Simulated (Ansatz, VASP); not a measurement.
**ZnO: VASP beside Ansatz**

```xyz
4
Lattice="3.3597 0.0000 0.0000 -1.6799 2.9096 0.0000 0.0000 0.0000 4.9836" Properties=species:S:1:pos:R:3 pbc="T T T"
Zn    1.6799    0.9699    2.4394
Zn    0.0000    1.9397   -0.0524
O     1.6799    0.9699    4.4395
O     0.0000    1.9397    1.9477
```

Change from the starting cell: biaxial strain in the a-b plane, c and atoms relaxed: +4.0 %.

Alike in both runs: functional PBEsol; k mesh 9 × 9 × 6; occupations gaussian, width 0.02 eV; no spin polarisation.

Ansatz relaxed the structure, and its values are those at the end. VASP's run is a single point on that final structure, the one shown.

```csv
,VASP,Ansatz
version,VASP 6.6.1,Ansatz 0.2.0
potentials or method,"VASP PAW PBE potentials, release 64 (Zn, O)","scalar-relativistic, plane waves, PAW"
plane-wave cutoff (eV),520,420
valence electrons in the cell,36,36
```

Ansatz gave:

```
gap on the k mesh at the Fermi level (eV) : 0.73
least direct gap on the mesh (eV)         : 0.73
pressure (GPa)                            : -5.2
rms of the force components (eV/Å)        : 0.000
```

Task: What did VASP give for the same quantities?

Result: gap on the k mesh at the Fermi level (eV): 0.72; least direct gap on the mesh (eV): 0.72; pressure (GPa): -4.3; rms of the force components (eV/Å): 0.009.

With one functional, cell and mesh, what is left measures potentials, basis and numerics.

Caveats: the PAW data sets were made with another functional, which shifts forces and pressure a little (VASP).
